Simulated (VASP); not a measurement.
The system is Si.

```
Si
1.0
     4.12095    0.00000    0.00000
    -2.06047    3.56885    0.00000
     0.00000    0.00000    2.65479
Si
2
Direct
  0.33333 0.66667 0.50000
  0.66667 0.33333 0.50000
```

The cell was built by a generator and needn't be a form met in nature.

- Program: VASP 6.6.1
- Task: relaxation of cell and atoms
- Functional: B3LYP
- Potentials or basis: VASP PAW PBE potentials, release 64 (Si)
- Cutoff: 600 eV
- k mesh: 4 × 4 × 5
- Occupations: fermi-dirac, width 0.05 eV
- Spin: no spin polarisation

At the start: pressure 0.8 GPa; volume 19.52 Å³/atom.

Problem. How do energy, volume and symmetry change on relaxing?

Solution. Over 7 steps the energy falls by 18.2 meV/atom and the volume is 19.62 Å³/atom (+0.5 %); space group P6/mmm (No. 191, to 0.05 Å).

Step by step:
```tsv
step	energy change (eV)	largest force (eV/Å)	pressure (GPa)	volume (Å³)
1	0.0000	0.0006	0.81	39.04
2	-0.0200	0.0012	0.05	39.55
3	-0.0362	0.0000	-0.26	39.35
4	-0.0362	0.0000	-0.27	39.36
5	-0.0363	0.0001	0.06	39.19
6	-0.0363	0.0001	0.03	39.23
7	-0.0363	0.0001	-0.02	39.25
```

Final structure:
```yaml
crystal:
  lattice:
    - [4.18323, 0.00001, 0.00000]
    - [-2.09160, 3.62279, 0.00000]
    - [0.00000, 0.00000, 2.58973]
  atoms:
    - { symbol: Si, position: [0.33333, 0.66667, 0.50000] }
    - { symbol: Si, position: [0.66667, 0.33333, 0.50000] }
```

Caveat: the k mesh is coarse (spacing up to 0.47 Å⁻¹), so the values aren't converged, least of all with exact exchange; the PAW data sets were made with another functional, which shifts forces and pressure a little.
